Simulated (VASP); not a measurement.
Input:

```xyz
2
Lattice="0.0000 2.9850 2.9850 2.9850 0.0000 2.9850 2.9850 2.9850 0.0000" Properties=species:S:1:pos:R:3 pbc="T T T"
Na     0.0000     0.0000     0.0000
Br     2.9850     2.9850     2.9850
```

All values below come from PBE GGA, VASP's PBE PAW potentials (set 64) (plane waves; VASP). Run with 400 eV cut-off, 7×7×7 Γ-centred mesh, Gaussian smearing of 0.050 eV, potentials Na_pv Br.

Energy and stress use the plane-wave basis of the starting cell.

Problem. The ions, cell shape and volume are relaxed. What does this cell relax into?

Solution. 
```xyz
2
Lattice="0.0000 3.0091 3.0091 3.0091 0.0000 3.0091 3.0091 3.0091 0.0000" Properties=species:S:1:pos:R:3 pbc="T T T"
Na     0.0000     0.0000     0.0000
Br     3.0091     3.0091     3.0091
```
Space group Fm-3m (225), at a tolerance of 0.03 Å.

Problem. How do energy and volume change from the first to the last step?

Solution. The energy (σ→0) changes by -1.1 meV/atom and the volume by +2.4 %, in 3 ionic steps.

```json
[
 {"step": "1", "E(σ→0) (eV)": "-6.1161", "max force (eV/Å)": "0.000", "pressure (GPa)": "0.55", "volume (Å³)": "53.19"},
 {"step": "2", "E(σ→0) (eV)": "-6.1178", "max force (eV/Å)": "0.000", "pressure (GPa)": "0.25", "volume (Å³)": "53.90"},
 {"step": "3", "E(σ→0) (eV)": "-6.1183", "max force (eV/Å)": "0.000", "pressure (GPa)": "0.02", "volume (Å³)": "54.49"}
]
```

The compound is NaBr in the rock salt structure. This run relaxes it. Symmetry was kept, so distortions that lower it aren't found.
